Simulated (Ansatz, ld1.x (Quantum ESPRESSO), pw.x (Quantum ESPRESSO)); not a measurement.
# Mo (Z = 42): one change to the TM potential, in the atom and in the bcc crystal

```json
{
  "Element": "molybdenum",
  "Generator": "ld1.x (Quantum ESPRESSO) 7.5",
  "Type": "norm-conserving Troullier–Martins (Kleinman–Bylander form)",
  "Functional": "PBE",
  "Relativity": "scalar-relativistic",
  "Frozen core": "[Kr]",
  "Valence charge": "6",
  "Reference configuration": "4d5 5s1 5p0",
  "Partial waves": "5s (bound): rc 2.55 bohr; 5p (bound, empty): rc 4.20 bohr; 4d (bound): rc 1.45 bohr; 4f channel at -0.05 Ry: rc 3.60 bohr",
  "Local potential": "all-electron potential smoothed inside 2.60 bohr (lloc = -1)",
  "Core correction": "Bessel-smoothed model core inside 1.35 bohr"
}
```

Change: local potential the p channel.

Cutoffs, loose and tight: the cutoffs (Ry, on a coarse ladder) from which the occupation-weighted sum of valence levels, in a spherical-Bessel basis at the reference potential, stays within 10 and 1 mRy of its value at 400 Ry. They do not see the model core or the augmentation charge, which bear on the density cutoff. Test errors are all-electron minus pseudo excitation energies from the reference, over the configurations 4d5 5s0 5p0; 4d4 5s0 5p0; 4d3 5s0 5p0; 4d4 5s2 5p0; 4d6 5s0 5p0; 4d2 5s0 5p0; 4d5 5s0 5p1; variants that change the core or the reference have their own tests.

Crystal test: bcc Mo in pw.x 7.5, no spin, 15³ k-points, Fermi–Dirac smearing 0.01 Ry, cutoffs set for each file from its atomic test. The reference is all-electron LAPW (Ansatz 0.2.0) with the same functional, mesh and smearing; V0 and B0 come from Birch–Murnaghan fits to the pressures at five volumes. Errors are pseudo minus all-electron; Δ is the rms difference of the E(V) curves that follow from these fits, minima aligned, over ±6 % about the mean V0. Mesh and smearing are coarse, so the numbers serve the comparison and aren't converged zero-temperature values; the lattice is a test structure that the element need not adopt.

All-electron: a0 = 3.162 Å (V0 = 15.80 Å³/atom), B0 = 259.2 GPa.

Q: Does the change bring the crystal closer to the all-electron result?

A: The mean pressure error goes from -5.86 to +8.80 GPa, so the change moves the solid further from the all-electron pressures.

```tsv
quantity	base	changed
outcome (atom)	generated	generated
cutoff, loose (atom)	45 Ry	45 Ry
cutoff, tight (atom)	55 Ry	55 Ry
bound ghosts (atom)	none	none
largest test error (meV) (atom)	-68 over the solved tests; 2 of 7 tests not solved or not reliable	-2107 over the solved tests; 2 of 7 tests not solved or not reliable
cutoffs in pw.x (Ry)	70/280	70/280
a0 (Å)	3.136	3.197
a0 error (%)	-0.80	+1.12
B0 error (%)	-3.9	-5.4
Δ (meV/atom)	21.3	29.4
mean pressure error (GPa)	-5.86	+8.80
```

Base: The largest radius (4.20 bohr) exceeds half the bond length (2.59 bohr), so the spheres overlap, which is one possible source of error among others. This is a poor potential for the solid. Atomic configuration tests: 2 of 7 tests not solved or not reliable. The logarithmic derivative shows an extra or strongly shifted pseudo pole above the reference energy (s near 0.35 Ry, p near 1.60 Ry). Changed file: The largest radius (4.20 bohr) exceeds half the bond length (2.59 bohr), so the spheres overlap, which is one possible source of error among others. This is a poor potential for the solid. Atomic configuration tests: 2 of 7 tests not solved or not reliable. The logarithmic derivative shows an extra or strongly shifted pseudo pole above the reference energy (s near 1.03 Ry). The atomic cutoffs weigh occupied waves only.
